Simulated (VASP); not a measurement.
Crystal: TiAl.

```xyz
2
Lattice="3.1564 0.0000 0.0000 0.0000 3.1564 0.0000 0.0000 0.0000 3.1564" Properties=species:S:1:pos:R:3 pbc="T T T"
Ti    0.0000    0.0000    0.0000
Al    1.5782    1.5782    1.5782
```

The cell comes from a database or a generator and needn't be the stable form of this composition.

Base run:

```yaml
Program: VASP 6.6.1
Functional: r2SCAN
Potentials_or_basis: VASP PAW PBE potentials, release 64 (Ti_sv, Al)
Cutoff: 520 eV
k_mesh: 14 × 14 × 14
Occupations: gaussian, width 0.1 eV
Spin: no spin polarisation
```

Its results: band gap on the k mesh none (metal or under the smearing width); pressure 1.9 GPa.

Q: The run is repeated on the same cell with these changes: functional from r2SCAN to PBEsol; cutoff from 520 eV to 900 eV. What comes out?

A: Band gap on the k mesh none (metal or under the smearing width); pressure 0.0 GPa.

Caveats: the PAW data sets were made with another functional, which shifts forces and pressure a little.
